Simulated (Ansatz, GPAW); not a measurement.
**Ca: programs and potentials compared**

```
Ca
1.0
    -2.24000    2.24000    2.24000
     2.24000   -2.24000    2.24000
     2.24000    2.24000   -2.24000
Ca
1
Direct
  0.00000 0.00000 0.00000
```

This isn't the form of Ca at room conditions, which is fcc.

The cell was measured well above room temperature.

Alike in all runs: task single point; functional LDA; k mesh 8 × 8 × 8; occupations gaussian, width 0.05 eV; no spin polarisation; no spin-orbit coupling. LDA stands for any of its common fits. Pressure is positive in compression and, in plane waves, holds the error of the finite cutoff, which Ansatz's Pulay term estimates and takes out.

| program and potentials | plane-wave cutoff (eV) | notes | band gap (eV) | pressure (GPa) |
| --- | --- | --- | --- | --- |
| Ansatz, Ansatz PAW | 420 | potentials made for PBE, which Ansatz adapts in part | no gap | -2.46 |
| Ansatz, all-electron LAPW, scalar-relativistic | - | - | no gap | -2.46 |
| GPAW, the program's PAW data sets (release 1.2.1) made for this functional | 600 | - | no gap | -2.41 |

None finds a gap. The pressure spans -2.46 (Ansatz, Ansatz PAW) to -2.41 GPa (GPAW, the program's PAW data sets (release 1.2.1) made for this functional), with all-electron results at -2.46.

The functional is the same throughout but for its coding, so the spread measures potentials, basis and numerics; runs on potential files found faulty are left out.
